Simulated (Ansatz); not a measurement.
**Energy, volume and coordination in Zr3S2**

Level of theory: DFT PBE, scalar-relativistic, plane waves, PAW in Ansatz. All cells share a 420 eV cutoff and Γ-centred k meshes spaced at most about 0.3 Å⁻¹ (about 0.25 or finer for metals, 2π included). No spin polarisation.

Temperature and zero-point effects are left out. Rows are sorted by volume; energies count from the lowest form computed. Coordination counts S atoms around Zr (those within 1.25 times the shortest such distance or 1.15 times the sum of covalent radii; a plus sign parts nearer from farther groups; a slash parts the counts of unlike sites). The table shows 6 of 9 forms computed.

```csv
row,form,source,atoms,coordination,V (Å³/atom),gap on mesh (eV),ΔE (meV/atom)
1,Immm,invented,5,Zr 4/4+2,18.9,0,219
2,C2/m,invented,5,Zr 4/5,19.0,0,125
3,"anti-tetradymite type, R-3m",invented,5,Zr 3/6,19.4,0,0
4,Cmc2_1,invented,10,Zr 4,20.0,0,347
5,P6/mmm,invented,5,Zr 2/6,21.0,0,?
6,I-4m2,invented,5,Zr 3/4,21.7,0,187
```

The cell of row 5:

```cif
data_structure
_symmetry_space_group_name_H-M 'P6/mmm'
_symmetry_Int_Tables_number 191
_cell_length_a 4.9883
_cell_length_b 4.9883
_cell_length_c 4.8616
_cell_angle_alpha 90.000
_cell_angle_beta 90.000
_cell_angle_gamma 120.000
_cell_volume 104.77
loop_
_atom_site_label
_atom_site_type_symbol
_atom_site_symmetry_multiplicity
_atom_site_Wyckoff_symbol
_atom_site_fract_x
_atom_site_fract_y
_atom_site_fract_z
_atom_site_occupancy
Zr1 Zr 2 d 0.33333 0.66667 0.50000 1
Zr2 Zr 1 a 0.00000 0.00000 0.00000 1
S1 S 2 c 0.33333 0.66667 0.00000 1
```

Q: How far above the lowest form does the open row lie?

A: 0.67 eV/atom, which puts it above row 4, the highest in the table. Counting S atoms around Zr, row 5 has Zr 2/6 and the lowest form (row 3) has Zr 3/6.

An observed structure of this formula, if there is one, may be missing.

Cells relaxed within their symmetry can be saddle points. Some types were kept out of the candidates beforehand, so the set may lack a known form.
